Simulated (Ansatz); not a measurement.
Input and command of a calculation in Ansatz (plane waves; scalar-relativistic PAW potentials unless the input names others):

```yaml
crystal:
  lattice:
    - [3.5718731562, 0.0460035135, -0.0186972178]
    - [-1.7460963668, 3.0663518665, 0.0507083304]
    - [-0.0920308144, 0.2350732725, 17.9518256375]
  atoms:
    - { symbol: Te, position: [0.337854749, 0.6707178728, 0.8946087258] }
    - { symbol: Te, position: [0.3307628805, 0.6633466729, 0.1020521307] }
    - { symbol: Mo, position: [-0.0019509628, -0.0007312124, 0.0033391435] }
basis:
  ecutwfc: 420
kpoints:
  mp_grid: { grid: [12, 12, 2] }
hamiltonian:
  xc: lda
scf:
  occupations: { method: gaussian, width: 0.05 }
  mixing_beta: 60
  max_iter: 50
output:
  forces: true
  eigenvalues: true
  stress: true
```

```bash
ansatz run input.yaml --threads 2 --pin off --max-ram 5120MiB --backend cpu --events-out ev --progress --plain --runs-dir out
```

Question: Will this input run?

Answer: The program refuses it, because of a keyword of another program (scf.mixing_beta: not typed → 60). Without that key it is accepted.

Abridged log:
```
Error: YAML parse error: error: line 18 column 3: unknown field `mixing_beta`, expected one of max_iter, algorithm, n_extra_bands, self_checks, convergence, lower_state_search, omitted_lower_state_checks, lower_solution_reach, mixing, occupations, eigensolver, initial_density, exx
  --> <input>:18:3
   |
16 | scf:
17 |   occupations: { method: gaussian, width: 0.05 }
18 |   mixing_beta: 60
   |   ^ unknown field `mixing_beta`, expected one of max_iter, algorithm, n_extra_bands, self_checks, convergence, lower_state_search, omitted_lower_state_checks, lower_solution_reach, mixing, occupations, eigensolver, initial_density, exx
19 |   max_iter: 50
20 | output:
   |
```